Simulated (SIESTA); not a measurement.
Input of a SIESTA 5.4.2 run:

The input MoP.fdf:

```
SystemName                      MoP
SystemLabel                     MoP
NumberOfSpecies                 2
NumberOfAtoms                   2
%block ChemicalSpeciesLabel
  1  42 Mo
  2  15 P
%endblock ChemicalSpeciesLabel

LatticeConstant                 1.0 Ang
%block LatticeVectors
     3.2482270000     0.0000000000     0.0000000000
    -1.6241140000     2.8130470000     0.0000000000
     0.0000000000     0.0000000000     3.2179640000
%endblock LatticeVectors
AtomicCoordinatesFormat         Fractional
%block AtomicCoordinatesAndAtomicSpecies
     0.0000000000     0.0000000000     0.0000000000  1  Mo
     0.3333330000     0.6666670000     0.5000000000  2  P
%endblock AtomicCoordinatesAndAtomicSpecies

%block kgrid.MonkhorstPack
    8   0   0  0.0
    0   8   0  0.0
    0   0   6  0.0
%endblock kgrid.MonkhorstPack
XC.Functional                   GGA
XC.Authors                      PBE
PAO.BasisSize                   DZP
PAO.EnergyShift                 0.003 Ry
Mesh.Cutoff                     1200 Ry
OccupationFunction              FD
ElectronicTemperature           0.05 eV
MaxSCFIterations                120
SCF.MustConverge                false
SCF.Mixer.Method                Pulay
SCF.Mixer.Weight                0.25
SCF.Mixer.History               8
SCF.DM.Tolerance                1.0e-05
SCF.H.Tolerance                 1.0e-04 eV
WriteForces                     true
Charge.Mulliken                 end
MD.TypeOfRun                    FC
FC.First                        1
FC.Last                         2
FC.Displacement                 0.04 Bohr
%block PolarizationGrids
  18 5 4
  5 18 4
  5 5 14
%endblock PolarizationGrids
BornCharge                      true
%block PAO.Basis
  Mo 5
  n=4 0 2
    3.234 0.000
  n=5 0 2
    8.986 0.000
  n=4 1 2
    3.729 0.000
  n=5 1 1
    8.986
  n=4 2 2
    6.762 0.000
%endblock PAO.Basis
```

File vibra.fdf:

```
SystemLabel                     MoP
NumberOfAtoms                   2
LatticeConstant                 1.0 Ang
%block LatticeVectors
     3.2482270000     0.0000000000     0.0000000000
    -1.6241140000     2.8130470000     0.0000000000
     0.0000000000     0.0000000000     3.2179640000
%endblock LatticeVectors
AtomicCoordinatesFormat         NotScaledCartesianAng
%block AtomicCoordinatesAndAtomicSpecies
     0.0000000000     0.0000000000     0.0000000000 1 95.9500
    -0.0000019574     1.8753656043     1.6089820000 2 30.9738
%endblock AtomicCoordinatesAndAtomicSpecies
SuperCell_1                     0
SuperCell_2                     0
SuperCell_3                     0
AtomicDispl                     0.04 Bohr
BandLinesScale                  ReciprocalLatticeVectors
%block BandLines
  1  0.0 0.0 0.0  \Gamma
%endblock BandLines
```

Potentials or basis: PseudoDojo 0.4 standard (PBE files), DZP (energy shift 0.003 Ry; two zetas on semicore shells).

Launch:

```console
$ siesta < MoP.fdf > MoP.out 2>&1
$ vibra < vibra.fdf > vibra.out
```

(1) Predict the highest phonon frequency at Γ, LO-TO splitting left out.

Results:

(1) 398 cm⁻¹.
